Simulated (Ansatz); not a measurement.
## CuO (Tenorite) under changes of volume

One of the cells (10.135 Å³/atom); the others are scaled copies at fixed shape and fractional positions:

```
CELL_PARAMETERS angstrom
2.34185 -1.71130 0.00000
2.34185 1.71130 0.00000
-0.85003 0.00000 5.05787
ATOMIC_POSITIONS crystal
Cu 0.50000 0.00000 0.50000
Cu 0.00000 0.50000 0.00000
O 0.41840 0.58160 0.75000
O 0.58160 0.41840 0.25000
```

| Property | Result |
| --- | --- |
| Program | Ansatz 0.2.0 |
| Functional | LDA |
| Potentials or basis | Ansatz PAW |
| Cutoff | 420 eV (not typed: the program's choice for these potentials) |
| k mesh | 10 × 10 × 5 |
| Occupations | fermi-dirac, width 0.05 eV |
| Spin | no spin polarisation |

```tsv
volume (Å³/atom)	energy over the lowest point (meV/atom)	pressure (GPa)	largest force (eV/Å)
9.527	0.00	2.1	0.273
9.730	0.21	-2.3	0.346
9.932	5.66	-6.2	0.412
10.135	15.71	-9.6	0.473
10.338	?	?	?
10.540	47.62	-15.3	0.579
10.743	68.60	-17.7	0.625
```

Q: What does the run at 10.338 Å³/atom give?

A: Energy over the lowest point 29.84 meV/atom; pressure -12.6 GPa; largest force 0.528 eV/Å.

Worked out: A Birch-Murnaghan fit of order 3 (a polynomial in V^(-2/3)) to the other rows has its minimum at 9.62 Å³/atom with B0 = V·E''(V) = 210 GPa and B' = 4.8 at fixed shape and positions, which overstates the stiffness. It gives 29.91 meV/atom at 10.338 Å³/atom, against the run's 29.84, and -dE/dV = -12.7 GPa, against -12.6.

Energies are extrapolated to zero smearing.

Caveats: the run has no spin polarisation, though such a crystal can be magnetic; the PAW data sets come from PBE, with cores solved anew for the run's functional, which leaves a small shift of forces and pressure.
